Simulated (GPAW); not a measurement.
# Ge (Fd-3m) in GPAW: a series of runs

The runs below take Ge through single point, with PBE, RPBE.

Program: GPAW 26.7.0. These are calculated values, not measurements. Logs are shortened: lines on timing, memory, paths and dates and some standing lists are left out, and cuts for length are marked. The log counts tension as positive stress, the text compression.

**Experimental background.**

“Electronic and optical properties of SixGe1-x-ySny alloys lattice-matched to Ge”, 2021, arxiv:2109.02782 reports, for a bulk crystal of Ge at 293 K: band gap 0.666 eV (indirect).

The results are compared with them further down.

### 1 The structure

Symmetry: Fd-3m, No. 227, cubic system. The conventional cell has a = 5.658 Å, b = 5.658 Å, c = 5.658 Å, α = 90.00°, β = 90.00°, γ = 90.00°. Ge (site symmetry -43m) has 4 Ge at 2.45 Å as nearest neighbours.

### 2 Single point, PBE

File run.py:

```python
from ase import Atoms
from ase.dft.bandgap import bandgap
from ase.io import write
from ase.units import GPa
from gpaw import GPAW, PW

atoms = Atoms(['Ge', 'Ge'],
              cell=[[0.0, 2.82891, 2.82891],
                    [2.82891, 0.0, 2.82891],
                    [2.82891, 2.82891, 0.0]],
              scaled_positions=[[0.75, 0.75, 0.75],
                                [0.5, 0.5, 0.5]],
              pbc=True)

calc = GPAW(mode=PW(600),
            xc='PBE',
            kpts={'size': (8, 8, 8), 'gamma': True},
            occupations={'name': 'methfessel-paxton', 'order': 0, 'width': 0.028999999999999998},
            nbands=11,
            convergence={'density': 1e-05, 'energy': 1e-05},
            maxiter=150,
            txt='gpaw.txt')
atoms.calc = calc
energy = atoms.get_potential_energy()
forces = atoms.get_forces()
stress = atoms.get_stress()
calc.write('gs.gpw')
write('result.traj', atoms)
print(f'Energy: {energy:.6f} eV')
print('Forces (eV/A):')
print(forces.round(4))
print('Stress (GPa):', (stress / GPa).round(3))
print('Fermi level:', round(calc.get_fermi_level(), 4), 'eV')
print(f'Gap: {bandgap(calc)[0]:.4f} eV, direct: {bandgap(calc, direct=True)[0]:.4f} eV')
```

Potentials or basis: GPAW PAW data sets (gpaw-data 1.2.1), pw.

On the command line:

```bash
OMP_NUM_THREADS=1 python run.py
```

gpaw.txt:

```text
__  _  _
 | _ |_)|_||  |
 |__||  | ||/\| - 26.7.0

Input parameters:
  mode=PW(ecut=600.0),
  convergence={'density': 1e-05, 'energy': 1e-05},
  kpts=MonkhorstPack(size=(8, 8, 8), gamma=True),
  maxiter=150,
  nbands=11,
  occupations=Occupations(name='methfessel-paxton', order=0, width=0.028999999999999998),
  xc=XC(name='PBE')

Diagonalizing LCAO Hamiltonian
Converting LCAO to pw mode

           Ge

       Ge

Atoms  # Å, Bohr magnetons
|   | symbol |        x |        y |        z |    initial magnetic moments |
|---|--------|----------|----------|----------|-----------------------------|
| 0 |     Ge | 4.243365 | 4.243365 | 4.243365 | ( 0.0000,  0.0000,  0.0000) |
| 1 |     Ge | 2.828910 | 2.828910 | 2.828910 | ( 0.0000,  0.0000,  0.0000) |

Unit cell  # Å
| periodic |        x |        y |        z |  lengths |    angles |
|----------|----------|----------|----------|----------|-----------|
|      yes | 0.000000 | 2.828910 | 2.828910 | 4.000683 | 60.000000 |
|      yes | 2.828910 | 0.000000 | 2.828910 | 4.000683 | 60.000000 |
|      yes | 2.828910 | 2.828910 | 0.000000 | 4.000683 | 60.000000 |

Number of symmetries: 24
Symmetry operations  # r_c * U_cc + t_c -> r_c
|    | kind |            matrix            |
|----|------|------------------------------|
|  0 |  E   |  1, 0, 0,  0, 1, 0,  0, 0, 1 |
|  1 |  σ   |  1, 0, 0,  0, 0, 1,  0, 1, 0 |
|  2 |  σ   |  1, 0,-1,  0, 1,-1,  0, 0,-1 |
|  3 |  C3  |  1, 0,-1,  0, 0,-1,  0, 1,-1 |
|  4 |  C3  |  1,-1, 0,  0,-1, 1,  0,-1, 0 |
|  5 |  σ   |  1,-1, 0,  0,-1, 0,  0,-1, 1 |
|  6 |  σ   |  0, 1, 0,  1, 0, 0,  0, 0, 1 |
|  7 |  C3  |  0, 1, 0,  0, 0, 1,  1, 0, 0 |
|  8 |  C2  |  0, 1,-1,  1, 0,-1,  0, 0,-1 |
|  9 |  S4  |  0, 1,-1,  0, 0,-1,  1, 0,-1 |
| 10 |  C3  |  0, 0, 1,  1, 0, 0,  0, 1, 0 |
| 11 |  σ   |  0, 0, 1,  0, 1, 0,  1, 0, 0 |
| 12 |  S4  |  0, 0,-1,  1, 0,-1,  0, 1,-1 |
| 13 |  C3  |  0, 0,-1,  0, 1,-1,  1, 0,-1 |
| 14 |  S4  |  0,-1, 1,  1,-1, 0,  0,-1, 0 |
| 15 |  C2  |  0,-1, 1,  0,-1, 0,  1,-1, 0 |
| 16 |  C3  |  0,-1, 0,  1,-1, 0,  0,-1, 1 |
| 17 |  S4  |  0,-1, 0,  0,-1, 1,  1,-1, 0 |
| 18 |  S4  | -1, 1, 0, -1, 0, 1, -1, 0, 0 |
| 19 |  C3  | -1, 1, 0, -1, 0, 0, -1, 0, 1 |
| 20 |  C3  | -1, 0, 1, -1, 1, 0, -1, 0, 0 |
| 21 |  S4  | -1, 0, 1, -1, 0, 0, -1, 1, 0 |
| 22 |  σ   | -1, 0, 0, -1, 1, 0, -1, 0, 1 |
| 23 |  C2  | -1, 0, 0, -1, 0, 1, -1, 1, 0 |

BZ-sampling:
  Number of BZ points: 512
  Number of IBZ points: 29

  Monkhorst-Pack size: [8, 8, 8]
  Monkhorst-Pack shift: [0.0625, 0.0625, 0.0625]

K-points  # in reciprocal-cell coordinates
|     |                                coordinates |     weight |
|-----|--------------------------------------------|------------|
|   0 | (  0.00000000,   0.00000000,   0.00000000) | 0.00195312 |
|   1 | (  0.12500000,   0.12500000,   0.00000000) | 0.01171875 |
|   2 | (  0.12500000,   0.12500000,   0.12500000) | 0.01562500 |
|   3 | (  0.25000000,   0.12500000,   0.12500000) | 0.02343750 |
|   4 | (  0.25000000,   0.25000000,   0.00000000) | 0.01171875 |
|   5 | (  0.25000000,   0.25000000,   0.12500000) | 0.04687500 |
|   6 | (  0.25000000,   0.25000000,   0.25000000) | 0.01562500 |
|   7 | (  0.37500000,   0.25000000,  -0.37500000) | 0.04687500 |
|   8 | (  0.37500000,   0.25000000,   0.12500000) | 0.04687500 |
|   9 | (  0.37500000,   0.25000000,   0.25000000) | 0.04687500 |
| ... |                                            |            |
|  28 | (  0.50000000,   0.50000000,   0.50000000) | 0.00781250 |

Plane wave coefficients: 1540
Cutoff: 600.0 eV

Spin-components: 1 (collinear spins)
Bands:           11
Projectors:      10
Spin-degeneracy: 2
Datatype:        complex128

Parallelization:
  kpt:    1
  domain: 1
  band:   1

Density:
  Valence electrons: 8.0
  Components: 1
  Grid points: [24 24 24]
  Charge: 0.0  # |e|

Potential:
  Grid points: [24 24 24]

species:
  Ge:
    name:    Germanium
    Z:       32.0
    valence: 4
    core:    28
    charge:  0.0  # [|e|]
    compensation charges:
      type: gauss
      rc: 0.32  # [Å]
      lmax: 2
    cutoffs:
      filter: 1.77  # [Å]
      core: 3.42  # [Å]
    projectors
    | kind |    occ | energy [eV] | rcut [Å] |
    |------|--------|-------------|----------|
    |   4s |  2.000 |     -11.726 |    1.005 |
    |   4p |  2.000 |      -3.896 |    1.005 |
    |    s |        |      15.485 |    1.005 |
    |    p |        |      23.315 |    1.005 |
    |    d |        |       0.000 |    1.005 |

    Using partial waves for Ge as LCAO basis

Reference energy: -114195.275705  # eV

eigensolver:
  PPCG
  Converge bands: occupied
  niter=2

density mixing:
  MSR1-Mixer
  Pratt-step length: 0.05
  Maximum mixing coefficient: 0.75
  Old densities: 10
  SVD Regularization: 0.005
  Good broyden scale: 1.0
  Trust region scale: 1.0
  Backstep threshold: 4.0
  History deletion threshold: 6.0
  Fourier metric: weight=20.0, sigma=0.015

occupation numbers:
  Methfessel-Paxton:
    width: 0.0290  # eV
    order: 0

poisson solver:
  ecut: 4800.0  # eV

xc functional:
  name: PBE with 2 nearest neighbor stencil

convergence criteria:
- Maximum integral of absolute [dens]ity change: 1e-05 electrons / valence electron
- Maximum [total energy] change in last 3 cyles: 1e-05 eV / valence electron
- Maximum integral of absolute [eigenst]ate change: 4e-08 eV^2 / valence electron
maximum number of iterations: 150

SCF iterations
|iter     | |      energy | eigst |  dens |
|---------|-|-------------|-------|-------|
|iter:   1| |   -9.029610 | -0.45 |       |
|iter:   2| |   -9.026804 | -2.72 | -0.91 |
|iter:   3| |   -8.995505 | -2.68 | -0.93 |
|iter:   4| |   -8.995545 | -3.59 | -1.53 |
|iter:   5| |   -8.995633 | -5.23 | -2.48 |
|iter:   6| |   -8.995640 | -6.76 | -3.15 |
|iter:   7| |   -8.995640c| -7.89c| -3.76 |
|iter:   8| |   -8.995640c| -8.44c| -5.09c|

Converged in 8 steps
Energy contributions relative to reference atoms: (reference = -114195.275705)

Energy contributions:
  Kinetic:          26.107905
  Coulomb:         -23.292602
  Zero:              0.005558
  External:          0.000000
  Xc:              -11.816495
  Entropy:          -0.000010
  Spinorbit:         0.000000
  ----------------------------
  Free energy:      -8.995645
  Extrapolated:     -8.995640

dipole moment: (3.691708, 3.691708, 3.691708)  # |e|*Ang

Fermi level: 6.029
Eigenvalues  # (at kpt = [0.000, 0.000, 0.000])
| band index |      eig [eV] | occ [0-2] |
|------------|---------------|-----------|
|          0 |        -6.778 |     2.000 |
|          1 |         5.979 |     1.984 |
|          2 |         5.979 |     1.984 |
|          3 |         5.979 |     1.984 |
|          4 |         6.069 |     0.048 |
|          5 |         8.538 |     0.000 |
|          6 |         8.538 |     0.000 |
|          7 |         8.538 |     0.000 |
|          8 |        12.428 |     0.000 |
|          9 |        15.366 |     0.000 |
|         10 |        15.369 |     0.000 |

Gap: 0.090 eV
Transition (v -> c):
  (s=0, k=0, n=3, [0.00, 0.00, 0.00]) -> (s=0, k=0, n=4, [0.00, 0.00, 0.00])
No difference between direct/indirect transitions

Forces  # eV/Ang
|        x |        y |        z |
|----------|----------|----------|
| -0.00000 | -0.00000 | -0.00000 |  # Ge   0
| -0.00000 |  0.00000 |  0.00000 |  # Ge   1

Stress tensor  # eV/Ang^3
|         x |         y |         z |
|-----------|-----------|-----------|
| -0.023977 |  0.000000 |  0.000000 |
|  0.000000 | -0.023977 |  0.000000 |
|  0.000000 |  0.000000 | -0.023977 |

# Writing to gs.gpw (mode='')
```

Run time: 9.3 s. Hardware: 1 thread of Arm Neoverse V1, shared host; peak memory 0.14 GiB.

What came out:

```
Free energy            : -8.9956 eV
Pressure               : 3.8 GPa
Band gap on the k mesh : 0.09 eV, direct
```

Levels at points of the mesh, in eV from the valence-band top:
| k point | band 1 | band 2 | band 3 | band 4 | band 5 | band 6 | band 7 |
| --- | --- | --- | --- | --- | --- | --- | --- |
| (0.00, 0.00, 0.00) | -12.76 | 0.00 | 0.00 | 0.00 | 0.09 | 2.56 | 2.56 |
| (0.50, 0.50, 0.00) | -8.88 | -8.88 | -3.07 | -3.07 | 0.74 | 0.74 | 9.54 |
| (0.50, 0.50, 0.50) | -10.68 | -7.59 | -1.40 | -1.40 | 0.20 | 3.75 | 3.75 |

### 3 Single point, PBE

run.py, as its differences from that of step 2:

```diff
@@ -17,3 +17,3 @@
             kpts={'size': (8, 8, 8), 'gamma': True},
-            occupations={'name': 'methfessel-paxton', 'order': 0, 'width': 0.028999999999999998},
+            occupations={'name': 'methfessel-paxton', 'order': 0, 'width': 0.03},
             nbands=11,
```

Potentials or basis: GPAW PAW data sets (gpaw-data 1.2.1), pw.

On the command line:

```bash
OMP_NUM_THREADS=1 python run.py
```

gpaw.txt:

```text
__  _  _
 | _ |_)|_||  |
 |__||  | ||/\| - 26.7.0

Input parameters:
  mode=PW(ecut=600.0),
  convergence={'density': 1e-05, 'energy': 1e-05},
  kpts=MonkhorstPack(size=(8, 8, 8), gamma=True),
  maxiter=150,
  nbands=11,
  occupations=Occupations(name='methfessel-paxton', order=0, width=0.03),
  xc=XC(name='PBE')

Diagonalizing LCAO Hamiltonian
Converting LCAO to pw mode

           Ge

       Ge

Atoms  # Å, Bohr magnetons
|   | symbol |        x |        y |        z |    initial magnetic moments |
|---|--------|----------|----------|----------|-----------------------------|
| 0 |     Ge | 4.243365 | 4.243365 | 4.243365 | ( 0.0000,  0.0000,  0.0000) |
| 1 |     Ge | 2.828910 | 2.828910 | 2.828910 | ( 0.0000,  0.0000,  0.0000) |

Unit cell  # Å
| periodic |        x |        y |        z |  lengths |    angles |
|----------|----------|----------|----------|----------|-----------|
|      yes | 0.000000 | 2.828910 | 2.828910 | 4.000683 | 60.000000 |
|      yes | 2.828910 | 0.000000 | 2.828910 | 4.000683 | 60.000000 |
|      yes | 2.828910 | 2.828910 | 0.000000 | 4.000683 | 60.000000 |

Number of symmetries: 24
Symmetry operations  # r_c * U_cc + t_c -> r_c
|    | kind |            matrix            |
|----|------|------------------------------|
|  0 |  E   |  1, 0, 0,  0, 1, 0,  0, 0, 1 |
|  1 |  σ   |  1, 0, 0,  0, 0, 1,  0, 1, 0 |
|  2 |  σ   |  1, 0,-1,  0, 1,-1,  0, 0,-1 |
|  3 |  C3  |  1, 0,-1,  0, 0,-1,  0, 1,-1 |
|  4 |  C3  |  1,-1, 0,  0,-1, 1,  0,-1, 0 |
|  5 |  σ   |  1,-1, 0,  0,-1, 0,  0,-1, 1 |
|  6 |  σ   |  0, 1, 0,  1, 0, 0,  0, 0, 1 |
[... 122 lines left out ...]
- Maximum integral of absolute [eigenst]ate change: 4e-08 eV^2 / valence electron
maximum number of iterations: 150

SCF iterations
|iter     | |      energy | eigst |  dens |
|---------|-|-------------|-------|-------|
|iter:   1| |   -9.029611 | -0.45 |       |
|iter:   2| |   -9.026804 | -2.72 | -0.91 |
|iter:   3| |   -8.995504 | -2.68 | -0.93 |
|iter:   4| |   -8.995544 | -3.59 | -1.53 |
|iter:   5| |   -8.995633 | -5.23 | -2.48 |
|iter:   6| |   -8.995639 | -6.76 | -3.15 |
|iter:   7| |   -8.995639c| -7.89c| -3.76 |
|iter:   8| |   -8.995639c| -8.44c| -5.09c|

Converged in 8 steps
Energy contributions relative to reference atoms: (reference = -114195.275705)

Energy contributions:
  Kinetic:          26.108777
  Coulomb:         -23.293427
  Zero:              0.005557
  External:          0.000000
  Xc:              -11.816540
  Entropy:          -0.000012
  Spinorbit:         0.000000
  ----------------------------
  Free energy:      -8.995645
  Extrapolated:     -8.995639

dipole moment: (3.691703, 3.691703, 3.691703)  # |e|*Ang

Fermi level: 6.029
Eigenvalues  # (at kpt = [0.000, 0.000, 0.000])
| band index |      eig [eV] | occ [0-2] |
|------------|---------------|-----------|
|          0 |        -6.778 |     2.000 |
|          1 |         5.979 |     1.981 |
|          2 |         5.979 |     1.981 |
|          3 |         5.979 |     1.981 |
|          4 |         6.069 |     0.057 |
|          5 |         8.538 |     0.000 |
|          6 |         8.538 |     0.000 |
|          7 |         8.538 |     0.000 |
|          8 |        12.428 |     0.000 |
|          9 |        15.366 |     0.000 |
|         10 |        15.369 |     0.000 |

Gap: 0.090 eV
Transition (v -> c):
  (s=0, k=0, n=3, [0.00, 0.00, 0.00]) -> (s=0, k=0, n=4, [0.00, 0.00, 0.00])
No difference between direct/indirect transitions

Forces  # eV/Ang
|        x |       y |        z |
|----------|---------|----------|
| -0.00000 | 0.00000 | -0.00000 |  # Ge   0
| -0.00000 | 0.00000 |  0.00000 |  # Ge   1

Stress tensor  # eV/Ang^3
|         x |         y |         z |
|-----------|-----------|-----------|
| -0.023981 | -0.000000 |  0.000000 |
| -0.000000 | -0.023981 |  0.000000 |
|  0.000000 |  0.000000 | -0.023981 |

# Writing to gs.gpw (mode='')
```

stdout:

```text
Energy: -8.995639 eV
Forces (eV/A):
[[-0.  0. -0.]
 [-0.  0.  0.]]
Stress (GPa): [-3.842 -3.842 -3.842  0.     0.    -0.   ]
Fermi level: 6.0291 eV
Gap: 0.0901 eV, direct: 0.0901 eV
```

Wall time 9.3 s (1 thread of Arm Neoverse V1, shared host); peak memory 0.14 GiB.

Results:

| Quantity | Value |
| --- | --- |
| Free energy | -8.9956 eV |
| Pressure | 3.8 GPa |
| Band gap on the k mesh | 0.09 eV, direct |

Levels at points of the mesh, in eV from the valence-band top:
| k point | band 2 | band 3 | band 4 | band 5 | band 6 | band 7 |
| --- | --- | --- | --- | --- | --- | --- |
| (0.00, 0.00, 0.00) | 0.00 | 0.00 | 0.00 | 0.09 | 2.56 | 2.56 |
| (0.50, 0.50, 0.00) | -8.88 | -3.07 | -3.07 | 0.74 | 0.74 | 9.54 |
| (0.50, 0.50, 0.50) | -7.59 | -1.40 | -1.40 | 0.20 | 3.75 | 3.75 |

### 4 Single point, RPBE

run.py, as its differences from that of step 3:

```diff
@@ -3,4 +3,5 @@
 from ase.io import write
-from ase.units import GPa
+from ase.units import Bohr, GPa
 from gpaw import GPAW, PW
+from gpaw.elf import elf_from_dft_calculation
 
@@ -15,5 +16,5 @@
 calc = GPAW(mode=PW(600),
-            xc='PBE',
+            xc='RPBE',
             kpts={'size': (8, 8, 8), 'gamma': True},
-            occupations={'name': 'methfessel-paxton', 'order': 0, 'width': 0.03},
+            occupations={'name': 'methfessel-paxton', 'order': 0, 'width': 0.1},
             nbands=11,
@@ -34 +35,6 @@
 print(f'Gap: {bandgap(calc)[0]:.4f} eV, direct: {bandgap(calc, direct=True)[0]:.4f} eV')
+
+# fields on the real-space grid
+write('density.cube', atoms, data=calc.get_pseudo_density() * Bohr**3)
+write('potential.cube', atoms, data=calc.get_electrostatic_potential())
+write('elf.cube', atoms, data=elf_from_dft_calculation(calc).data)
```

Potentials or basis: the program's PAW data sets (release 1.2.1) made for this functional, pw.

On the command line:

```bash
OMP_NUM_THREADS=1 python run.py
```

It took 10 s on 1 thread of Arm Neoverse V1, shared host; peak memory 0.15 GiB.

The run converged. Its results:

```
Free energy            : -8.2903 eV
Pressure               : 5.7 GPa
Band gap on the k mesh : 0.20 eV, direct
```

Levels at points of the mesh, in eV from the valence-band top:
```csv
k point,band 2,band 3,band 4,band 5,band 6,band 7
"(0.00, 0.00, 0.00)",0.00,0.00,0.00,0.20,2.56,2.56
"(0.50, 0.50, 0.00)",-8.85,-3.07,-3.07,0.82,0.82,9.57
"(0.50, 0.50, 0.50)",-7.56,-1.41,-1.41,0.28,3.76,3.76
```

### 5 Summary

| level | potentials or basis | smearing | gap on the mesh (eV) | pressure (GPa) |
| --- | --- | --- | --- | --- |
| PBE | GPAW PAW data sets (gpaw-data 1.2.1), pw | gaussian 0.029 eV | 0.09 | 3.8 |
| PBE | GPAW PAW data sets (gpaw-data 1.2.1), pw | gaussian 0.03 eV | 0.09 | 3.8 |
| RPBE | the program's PAW data sets (release 1.2.1) made for this functional, pw | gaussian 0.1 eV | 0.20 | 5.7 |

Alike in all rows: task single point; no spin polarisation; cell as given; k mesh 8 × 8 × 8; cutoff (eV) 600.

Absolute energies hang on the potentials; compare differences alone.

### 6 Against experiment

Step 2. Against the measured gap of Ge, 0.666 eV (indirect; 293 K; “Electronic and optical properties of SixGe1-x-ySny alloys lattice-matched to Ge”, 2021, arxiv:2109.02782), the calculated 0.09 eV is off by -0.58 eV. 3 values of this kind are on record (0.666 to 0.807 eV); this one was drawn at random among those near their median. Spin-orbit coupling on Ge is left out. The value is that of PBE on a finite k mesh, which can miss the band edges, without temperature or zero-point motion. Semilocal functionals fall short of measured gaps as a rule.

Step 3. Against the measured gap of Ge, 0.666 eV (indirect; 293 K; “Electronic and optical properties of SixGe1-x-ySny alloys lattice-matched to Ge”, 2021, arxiv:2109.02782), the calculated 0.09 eV is off by -0.58 eV. 3 values of this kind are on record (0.666 to 0.807 eV); this one was drawn at random among those near their median. Spin-orbit coupling on Ge is left out. The value is that of PBE on a finite k mesh, which can miss the band edges, without temperature or zero-point motion. Semilocal functionals fall short of measured gaps as a rule.

Step 4. Measured gap of Ge: 0.666 eV (indirect; 293 K; “Electronic and optical properties of SixGe1-x-ySny alloys lattice-matched to Ge”, 2021, arxiv:2109.02782). This calculation gives 0.20 eV (-0.47 eV). 3 values of this kind are on record (0.666 to 0.807 eV); this one was drawn at random among those near their median. Spin-orbit coupling on Ge is left out. The value is that of RPBE on a finite k mesh, which can miss the band edges, without temperature or zero-point motion. Semilocal functionals fall short of measured gaps as a rule.
